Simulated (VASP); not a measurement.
# Al2O3 (P-3m1) in VASP: a series of runs, part 3 of 3

VASP 6.6.1. Earlier steps stand in the parts before.

## Step 4: Optical spectrum, PBE

The input, INCAR:

```
PREC     = Accurate       # precision mode
ENCUT    = 520            # plane-wave cutoff, eV
EDIFF    = 1E-6           # SCF threshold, eV
ISMEAR   = 0              # smearing method
SIGMA    = 0.02           # smearing width, eV
LREAL    = False          # projectors in reciprocal space
LASPH    = True           # aspherical terms in the spheres
NELM     = 100            # most SCF steps
ALGO     = Normal         # electronic algorithm
ISIF     = 2              # what is computed and relaxed
LWAVE    = False          # write WAVECAR
LCHARG   = False          # write CHGCAR
GGA      = PE             # functional
LOPTICS  = True           # frequency-dependent dielectric function
NBANDS   = 36             # bands
NEDOS    = 2000           # points of the DOS
CSHIFT   = 0.05
```

The input, KPOINTS:

```
regular mesh
0
Gamma
  10 10 4
```

The input, POSCAR:

```
Al2O3
1.0
    3.0174825440      0.0000000000      0.0000000000
   -1.5087412720      2.6132165386      0.0000000000
    0.0000000000      0.0000000000      7.5746360022
Al O
2 3
Direct
    0.0000000000      0.0000000000      0.7220490000
    0.0000000000      0.0000000000      0.2779510000
    0.0000000000      0.0000000000      0.5000000000
    0.6666666667      0.3333333333      0.8005460000
    0.3333333333      0.6666666667      0.1994540000
```

Potentials or basis: VASP PAW PBE potentials, release 64 (Al, O).

Run with:

```bash
$ cat potpaw_PBE.64/Al/POTCAR potpaw_PBE.64/O/POTCAR > POTCAR
$ mpirun -np 1 vasp_std > vasp.out
```

OUTCAR:

```text
PREC = Accurate
   ENCUT = 520
   EDIFF = 1E-6
   ISMEAR = 0
   LREAL = False
   LASPH = True
   NELM = 100
   ISIF = 2
   GGA = PE

 ion  position               nearest neighbor table
   1  0.000  0.000  0.722-   3 1.68   4 1.84   4 1.84   4 1.84   2 3.36
   2  0.000  0.000  0.278-   3 1.68   5 1.84   5 1.84   5 1.84   1 3.36
   3  0.000  0.000  0.500-   1 1.68   2 1.68
   4  0.667  0.333  0.801-   1 1.84   1 1.84   1 1.84
   5  0.333  0.667  0.199-   2 1.84   2 1.84   2 1.84

  LATTYP: Found a hexagonal cell.
 ALAT       =     3.0174825440
 C/A-ratio  =     2.5102501478

  Lattice vectors:

 A1 = (   3.0174825440,   0.0000000000,   0.0000000000)
 A2 = (  -1.5087412720,   2.6132165386,   0.0000000000)
 A3 = (   0.0000000000,   0.0000000000,   7.5746360022)

Analysis of symmetry for initial positions (statically):
=====================================================================
 Subroutine PRICEL returns:
 Original cell was already a primitive cell.

 Routine SETGRP: Setting up the symmetry group for a
 hexagonal supercell.

 Subroutine GETGRP returns: Found 12 space group operations
 (whereof 12 operations were pure point group operations)
 out of a pool of 24 trial point group operations.

The static configuration has the point symmetry D_3d.

Analysis of symmetry for dynamics (positions and initial velocities):
=====================================================================
 Subroutine PRICEL returns:
 Original cell was already a primitive cell.

 Routine SETGRP: Setting up the symmetry group for a
 hexagonal supercell.

 Subroutine GETGRP returns: Found 12 space group operations
 (whereof 12 operations were pure point group operations)
 out of a pool of 24 trial point group operations.

The dynamic configuration has the point symmetry D_3d.

 Subroutine INISYM returns: Found 12 space group operations
 (whereof 12 operations are pure point group operations),
 and found     1 'primitive' translations

----------------------------------------------------------------------------------------

                                     Primitive cell

  volume of cell :      59.7285

[... 141 lines left out ...]

  energy without entropy =      -36.19195423  energy(sigma->0) =      -36.19195423

 E-fermi :   3.9598     XC(G=0):  -9.7007

 val. band max:        3.8602193059   @ k =   0.0000   0.0000   0.0000
 cond. band min:       6.1465540905   @ k =   0.0000   0.0000   0.0000
 fundamental gap:      2.2863347846
 Fermi energy:         3.9598166010

 k-point     1 :       0.0000    0.0000    0.0000
  band No.  band energies     occupation
      1     -15.7727      2.00000
      2     -15.5827      2.00000
      3     -13.0119      2.00000
      4      -1.9969      2.00000
      5      -0.6364      2.00000
      6       0.1166      2.00000
[... 637 lines left out ...]
     23      18.8786      0.00000
     24      19.4748      0.00000

 [... further k-points ...]

 [bands above 24 left out]

------------------------ aborting loop because EDIFF is reached ----------------------------------------

  FORCE on cell =-STRESS in cart. coord.  units (eV):
  Direction    XX          YY          ZZ          XY          YZ          ZX
  --------------------------------------------------------------------------------------
  -------------------------------------------------------------------------------------
  Total       -0.2642596     -0.2642596     -0.0773083      0.0000000      0.0000000     -0.0000000
  in kB       -7.0885841     -7.0885841     -2.0737415      0.0000000      0.0000000     -0.0000000
  external PRESSURE =      -5.4169699 kB  Pullay stress =       0.0000000 kB

 VOLUME and BASIS-vectors are now :
 -----------------------------------------------------------------------------
  energy-cutoff  :      520.00
  volume of cell :       59.73
      direct lattice vectors                 reciprocal lattice vectors
     3.017482544  0.000000000  0.000000000     0.331402083  0.191335082  0.000000000
    -1.508741272  2.613216539  0.000000000     0.000000000  0.382670163  0.000000000
     0.000000000  0.000000000  7.574636002     0.000000000  0.000000000  0.132019545

 POSITION                                       TOTAL-FORCE (eV/Angst)
 -----------------------------------------------------------------------------------
      0.00000      0.00000      5.46926        -0.000000      0.000000     -0.075651
      0.00000      0.00000      2.10538         0.000000      0.000000      0.075651
      0.00000      0.00000      3.78732         0.000000      0.000000      0.000000
      1.50874      0.87107      6.06384        -0.000000     -0.000000     -0.091409
     -0.00000      1.74214      1.51079         0.000000      0.000000      0.091409
 -----------------------------------------------------------------------------------
    total drift:                                0.000000      0.000000      0.000000

  FREE ENERGIE OF THE ION-ELECTRON SYSTEM (eV)
  ---------------------------------------------------
  free  energy   TOTEN  =       -36.1919542293 eV

  energy  without entropy=      -36.1919542293  energy(sigma->0) =      -36.19195423

 electrical conductivity sigma (Mega S m-1) (frequency dependency in vasprun.xml)
  --------------------------------------------------------------------------------------
       0.000       0.000       0.000
       0.000       0.000      -0.000
       0.000       0.000       0.000

  frequency dependent IMAGINARY DIELECTRIC FUNCTION (independent particle, no local field effects) density-density
     E(ev)      X         Y         Z        XY        YZ        ZX
  --------------------------------------------------------------------------------------------------------------
     0.00000     0.00000     0.00000     0.00000     0.00000     0.00000     0.00000
     0.57776     0.00206     0.00206     0.00142    -0.00000     0.00000    -0.00000
     1.15552     0.00486     0.00486     0.00298    -0.00000     0.00000    -0.00000
     1.73328     0.01145     0.01145     0.00490    -0.00000     0.00000    -0.00000
     2.31104     0.32617     0.32617     0.00765    -0.00000     0.00000    -0.00000
     2.88880     0.57232     0.57232     0.01368    -0.00000     0.00000    -0.00000
[... 92 lines left out ...]
    56.62056     0.00023     0.00023     0.00023     0.00000    -0.00000    -0.00000
    57.19832     0.00022     0.00022     0.00022     0.00000    -0.00000    -0.00000

  frequency dependent      REAL DIELECTRIC FUNCTION (independent particle, no local field effects) density-density
     E(ev)        X           Y           Z          XY          YZ          ZX
  --------------------------------------------------------------------------------------------------------------
     0.00000     3.01889     3.01889     2.89793     0.00000     0.00000     0.00000
     0.57776     3.03054     3.03054     2.90606     0.00000     0.00000     0.00000
     1.15552     3.06920     3.06920     2.93128     0.00000     0.00000     0.00000
     1.73328     3.15513     3.15513     2.97633     0.00000     0.00000     0.00000
     2.31104     3.16443     3.16443     3.04758     0.00000     0.00000     0.00000
     2.88880     3.42783     3.42783     3.16371    -0.00000     0.00000     0.00000
[... 92 lines left out ...]
    56.62056     0.88700     0.88700     0.88825    -0.00000    -0.00000    -0.00000
    57.19832     0.88960     0.88960     0.89083    -0.00000    -0.00000    -0.00000

  frequency dependent IMAGINARY DIELECTRIC FUNCTION (independent particle, no local field effects) current-current
     E(ev)      X         Y         Z        XY        YZ        ZX
  --------------------------------------------------------------------------------------------------------------
     0.00000     6.98872     6.98872     6.56998     0.00000    -0.00000     0.00000
     0.57776     0.35351     0.35351     0.33132     0.00000    -0.00000     0.00000
     1.15552     0.18392     0.18392     0.17012     0.00000    -0.00000     0.00000
     1.73328     0.13579     0.13579     0.11892     0.00000    -0.00000     0.00000
     2.31104     0.41892     0.41892     0.09625     0.00000    -0.00000     0.00000
     2.88880     0.65709     0.65709     0.08858     0.00000    -0.00000    -0.00000
[... 92 lines left out ...]
    56.62056     0.00003     0.00003     0.00003    -0.00000    -0.00000     0.00000
    57.19832     0.00003     0.00003     0.00003    -0.00000    -0.00000     0.00000

  frequency dependent      REAL DIELECTRIC FUNCTION (independent particle, no local field effects) current-current
     E(ev)        X           Y           Z          XY          YZ          ZX
  --------------------------------------------------------------------------------------------------------------
     0.00000     3.01853     3.01853     2.89768     0.00000    -0.00000     0.00000
     0.57776     3.03015     3.03015     2.90579     0.00000    -0.00000     0.00000
     1.15552     3.06875     3.06875     2.93099     0.00000    -0.00000     0.00000
     1.73328     3.15444     3.15444     2.97601     0.00000    -0.00000     0.00000
     2.31104     3.14948     3.14948     3.04722     0.00000    -0.00000     0.00000
     2.88880     3.40659     3.40659     3.16322     0.00000    -0.00000     0.00000
[... 92 lines left out ...]
    56.62056     0.88700     0.88700     0.88825    -0.00000    -0.00000    -0.00000
    57.19832     0.88960     0.88960     0.89083    -0.00000    -0.00000    -0.00000
```

It took 36 s on 1 thread of Intel Xeon 6975P-C (Granite Rapids), shared host; peak memory 0.28 GiB.

Results:

```
Free energy            : -36.1920 eV
Pressure               : -0.5 GPa
Largest force          : 0.091 eV/Å
Band gap on the k mesh : 2.29 eV, direct
```

Forces on the atoms (eV/Å):
```
Al   0.000  0.000 -0.076
Al   0.000  0.000  0.076
O    0.000  0.000  0.000
O    0.000  0.000 -0.091
O    0.000  0.000  0.091
```

Dielectric function (mean over the directions given):
```
energy (eV)  real part  imaginary part
       0.26       2.98            0.00
       1.21       3.03            0.00
       2.25       3.29            0.20
       3.29       3.12            0.27
       4.33       3.36            0.30
       5.37       3.34            0.40
       6.41       4.35            1.50
       7.45       4.16            2.37
       8.49       3.07            1.65
       9.53       2.85            1.89
      10.57       1.56            2.04
      11.61       1.79            2.13
      12.65       2.50            2.50
      13.69       0.41            2.65
      14.73       0.42            2.17
      15.77       0.36            2.33
      16.81      -0.51            2.41
      17.85      -0.61            1.46
      18.89      -0.38            1.04
      19.93      -0.09            0.72
```

Caveat: spectra need much finer meshes, so this one isn't converged; independent-particle spectra lack excitons. A k mesh can miss the band edges.

## Step 5: Summary

| task | potentials or basis | k mesh | cutoff (eV) | smearing | gap on the mesh (eV) | pressure (GPa) | largest force (eV/Å) |
| --- | --- | --- | --- | --- | --- | --- | --- |
| band structure | VASP PAW PBE potentials, release 64 (Al, O_h) | 7 × 7 × 3 | 900 | fermi-dirac 0.05 eV | 2.28 | -1.1 | 0.10 |
| dielectric tensor | VASP PAW PBE potentials, release 64 (Al, O) | 10 × 10 × 4 | 520 | gaussian 0.02 eV | 2.29 | - | - |
| optical spectrum | VASP PAW PBE potentials, release 64 (Al, O) | 10 × 10 × 4 | 520 | gaussian 0.02 eV | 2.29 | -0.5 | 0.09 |

Alike in all rows: level PBE; no spin polarisation; cell as given.

Caveats: the cutoff is under 1.25 times the usual one of these potentials, so pressure, stress and relaxed cells hold a basis-set (Pulay) error (some runs); spectra need much finer meshes, so this one isn't converged (some runs); independent-particle spectra lack excitons (some runs).

Absolute energies hang on the potentials; compare differences alone.
